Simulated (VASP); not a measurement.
**NaHF2: single point with PBEsol**

Crystal: NaHF2.

```
H F Na
1.0
     1.74514    3.02268    0.00000
    -1.74514    3.02268    0.00000
     0.00000   -2.01512    4.60482
H F Na
1 2 1
Direct
  0.50000 0.50000 0.50000
  0.41760 0.41760 0.25280
  0.58240 0.58240 0.74720
  0.00000 0.00000 0.00000
```

```yaml
Program: VASP 6.6.1
Task: single point
Functional: PBEsol
Potentials_or_basis: VASP PAW PBE potentials, release 64 (H, F, Na_pv)
Cutoff: 520 eV
k_mesh: 9 × 9 × 9
Occupations: fermi-dirac, width 0.1 eV
Spin: no spin polarisation
Dipole_correction: no
Further_INCAR_settings: ALGO = Fast; EDIFF = 1e-06; NBANDS = 19
```

```yaml
Pressure: -0.2 GPa
Largest_force: 0.226 eV/Å
Band_gap_on_the_k_mesh: 6.85 eV, indirect (least direct gap 7.02 eV)
```

Forces in eV/Å, atoms in the order of the input:
```
H    0.000  0.000  0.000
F    0.000  0.000 -0.226
F    0.000  0.000  0.226
Na   0.000  0.000  0.000
```

Stress tensor (GPa, compression positive):
```
-0.68  0.00  0.00
 0.00 -0.68  0.00
 0.00  0.00  0.62
```

Levels at points of the mesh, in eV from the valence-band top:
| k point | band 7 | band 8 | band 9 | band 10 | band 11 | band 12 | band 13 | band 14 | band 15 | band 16 |
| --- | --- | --- | --- | --- | --- | --- | --- | --- | --- | --- |
| (0.00, 0.00, 0.00) | -0.51 | -0.51 | -0.22 | -0.22 | -0.17 | 6.85 | 13.12 | 14.27 | 17.48 | 18.93 |

It took 45 s on 1 thread of Intel(R) Xeon(R) 6975P-C (Granite Rapids) (shared host), peak memory 0.2 GiB.

Caveat: the PAW data sets were made with another functional, which shifts forces and pressure a little; an odd mesh through Γ misses points on the zone boundary, where band edges often lie.
